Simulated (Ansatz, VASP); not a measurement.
# KTaO3 in VASP and in Ansatz

```
K Ta O
1.0
     3.99018    0.00000    0.00000
     0.00000    3.99018    0.00000
     0.00000    0.00000    3.99018
K Ta O
1 1 3
Cartesian
  1.9951 1.9951 1.9951
  0.0000 0.0000 0.0000
  1.9951 0.0000 0.0000
  0.0000 1.9951 0.0000
  0.0000 0.0000 1.9951
```

Alike in both runs: functional r2SCAN; k mesh 6 × 6 × 6; occupations gaussian, width 0.02 eV; no spin polarisation.

Ansatz relaxed the structure, and its values are those at the end. VASP's run is a single point on that final structure, the one shown.

|  | VASP | Ansatz |
| --- | --- | --- |
| version | VASP 6.6.1 | Ansatz 0.2.0 |
| potentials or method | VASP PAW PBE potentials, release 64 (K_sv, Ta_pv, O) | scalar-relativistic, plane waves, PAW |
| plane-wave cutoff (eV) | 520 | 500 |
| valence electrons in the cell | 38 | 40 |

VASP gave:

* gap on the k mesh at the Fermi level (eV): 2.59
* least direct gap on the mesh (eV): 3.25
* pressure (GPa): 0.9

**Question.** Estimate Ansatz's values.

**Answer.** gap on the k mesh at the Fermi level (eV): 2.63; least direct gap on the mesh (eV): 3.26; pressure (GPa): 0.0.

The two sets of potentials don't hold the same shells in valence.

Caveats: the PAW data sets were made with another functional, which shifts forces and pressure a little (VASP); spin-orbit coupling is left out, which moves the levels of the heavy elements. A k mesh can miss the band edges. r2SCAN opens gaps a little over a GGA but as a rule still falls short of measured ones.
